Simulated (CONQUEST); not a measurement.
**Hf: band structure with OLYP**

The system is Hf.

```xyz
2
Lattice="3.6100 0.0000 0.0000 0.0000 3.6100 0.0000 0.0000 0.0000 3.6100" Properties=species:S:1:pos:R:3 pbc="T T T"
Hf    0.0000    0.0000    0.0000
Hf    1.8050    1.8050    1.8050
```

This isn't the form of Hf at room conditions, which is hcp.

```json
{
 "Program": "CONQUEST 1.3",
 "Task": "band structure",
 "Functional": "OLYP",
 "Potentials or basis": "PseudoDojo NC PBE, SZP, grid cutoff 100 Ha",
 "k mesh": "6 × 6 × 6",
 "Occupations": "fermi-dirac, width 0.05 eV",
 "Spin": "collinear spin, antiferromagnetic start",
 "Starting moments": "[0.5, -0.5] μB",
 "Solver": "diagonalisation",
 "SCF tolerance": "1e-06"
}
```

* Band gap along the path: none (metal or under the smearing width)
* Net moment: 0.00 μB per cell

Levels at the corners of the path, in eV from the Fermi level:
Spin up:
```tsv
point	band 8	band 9	band 10	band 11	band 12	band 13	band 14	band 15	band 16	band 17
Γ	-30.40	-6.83	-2.35	-2.35	1.51	1.51	1.51	4.21	4.21	6.36
X	-30.62	-3.34	-3.34	0.15	0.15	1.83	1.83	1.83	1.83	3.59
M	-30.39	-3.19	-3.19	-0.39	-0.39	0.87	0.87	3.96	3.96	4.90
Γ	-30.40	-6.83	-2.35	-2.35	1.51	1.51	1.51	4.21	4.21	6.36
R	-30.72	-0.65	-0.65	-0.65	-0.65	-0.65	-0.65	5.01	5.01	5.01
X	-30.62	-3.34	-3.34	0.15	0.15	1.83	1.83	1.83	1.83	3.59
M	-30.39	-3.19	-3.19	-0.39	-0.39	0.87	0.87	3.96	3.96	4.90
R	-30.72	-0.65	-0.65	-0.65	-0.65	-0.65	-0.65	5.01	5.01	5.01
```
Spin down:
```
point  band 10  band 11  band 12  band 13  band 14  band 15
    Γ    -2.35    -2.35     1.51     1.51     1.51     4.21
    X    -3.34     0.15     0.15     1.83     1.83     1.83
    M    -3.19    -0.39    -0.39     0.87     0.87     3.96
    Γ    -2.35    -2.35     1.51     1.51     1.51     4.21
    R    -0.65    -0.65    -0.65    -0.65    -0.65     5.01
    X    -3.34     0.15     0.15     1.83     1.83     1.83
    M    -3.19    -0.39    -0.39     0.87     0.87     3.96
    R    -0.65    -0.65    -0.65    -0.65    -0.65     5.01
```

It took 5.6 s on 1 thread of Intel(R) Xeon(R) Platinum 8488C (Sapphire Rapids), with other jobs on the host, peak memory 0.25 GiB.

Caveat: the atomic basis is small; the box holds several primitive cells, so bands are folded and the points are those of the box's own zone; spin-orbit coupling is left out, which moves the levels of the heavy elements; the basis of atomic orbitals isn't converged, which shifts pressures, moduli and gaps.
